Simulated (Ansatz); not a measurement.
**Zn in Ansatz: convergence with k mesh**

Zn:

```xyz
1
Lattice="-1.5936 1.7766 1.7460 1.5039 -1.5066 1.3864 1.5441 1.4572 -1.4760" Properties=species:S:1:pos:R:3 pbc="T T T"
Zn    0.0000    0.0000    0.0000
```

| Property | Result |
| --- | --- |
| Program | Ansatz 0.2.0 |
| Task | convergence study |
| Functional | r2SCAN |
| Potentials or basis | JTH PAW |
| Cutoff | 1080 eV (not typed: the program's choice for these potentials) |
| k mesh | 3 × 4 × 4 |
| Occupations | gaussian, width 0.05 eV |
| Spin | no spin polarisation |

These are the settings of the first run; the series varies k mesh, with any setting tied to it.

Hardware: 2 threads of Arm Neoverse V1 (shared host).

```csv
k mesh,"energy less the tightest run, at zero smearing (meV/atom)",pressure (GPa),SCF cycles,CPU time (s),peak memory (GiB)
3 × 4 × 4,-42.34,-1.97,7,5.8,0.48
4 × 5 × 5,33.12,-3.02,7,8.1,0.5
5 × 6 × 6,-22.55,-2.50,7,11,0.53
6 × 7 × 7,26.76,-2.20,7,15,0.58
8 × 9 × 9,-10.70,-2.28,7,29,0.68
10 × 11 × 11,3.97,-2.20,7,52,0.82
12 × 14 × 14,-0.40,-2.26,7,99,1.1
15 × 17 × 17,0.61,-2.28,7,180,1.6
18 × 20 × 20,0.00,-2.38,7,300,2.4
```

Against the tightest run, the energy stays within 1 meV/atom from 12 × 14 × 14 on; the pressure stays within 0.1 GPa from 15 × 17 × 17 on. Meshes of other sizes hit other points, so gaps and Fermi surfaces needn't settle smoothly. The tightest run that finished is the yardstick and may itself not be fully converged.
